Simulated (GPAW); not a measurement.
Runs of GPAW 26.7.0 on Bi. Symmetry: Im-3m, No. 229, cubic system. The conventional cell has a = 3.963 Å, b = 3.963 Å, c = 3.963 Å, α = 90.00°, β = 90.00°, γ = 90.00°. Bi (site symmetry m-3m) has 8 Bi at 3.43 Å as nearest neighbours. This isn't the form of Bi at room conditions, which is rhombohedral.

```csv
task,level,potentials or basis,spin,band path,band points,spin axis theta (degrees),spin axis phi (degrees),older calculator (legacy_gpaw),pressure (GPa),V0 of scaled cells (Å³/atom),B0 (GPa)
band structure,PBE,"GPAW PAW data sets (gpaw-data 1.2.1), pw","SOC, no magnetisation","GHNGPH,PN",100,0,0,-,0.7,-,-
band structure,PBEsol,"PAW data sets generated in the run's folder for this functional, pw","SOC, no magnetisation","GHNGPH,PN",60,90,45,-,-2.1,-,-
equation of state,vdW-DF-cx,"GPAW PAW data sets (gpaw-data 1.2.1), pw",off,-,-,-,-,-,-,(b),58
equation of state,PBEsol,"PAW data sets generated in the run's folder for this functional, pw",off,-,-,-,-,-,-,29.98,(a)
equation of state,optB88-vdW,"GPAW PAW data sets (gpaw-data 1.2.1), pw",off,-,-,-,-,yes,-,(c),54
band structure,r2SCAN,"GPAW PAW data sets (gpaw-data 1.2.1), pw","SOC, no magnetisation","GHNGPH,PN",100,0,0,-,0.1,-,-
equation of state,PBE,"GPAW PAW data sets (gpaw-data 1.2.1), pw",off,-,-,-,-,-,-,31.56,53
```

Alike in all rows: cell as given; k mesh 9 × 9 × 9; cutoff (eV) 600; smearing fermi-dirac 0.05 eV.

Q: Estimate the missing entries.

A: (a) 60; (b) 30.57; (c) 31.98.

Caveats: spin-orbit coupling was added after a scalar SCF, so levels and gaps hold it while energy, forces, pressure and moments don't (some runs); the PAW data sets were made with another functional, which shifts forces and pressure a little (some runs).
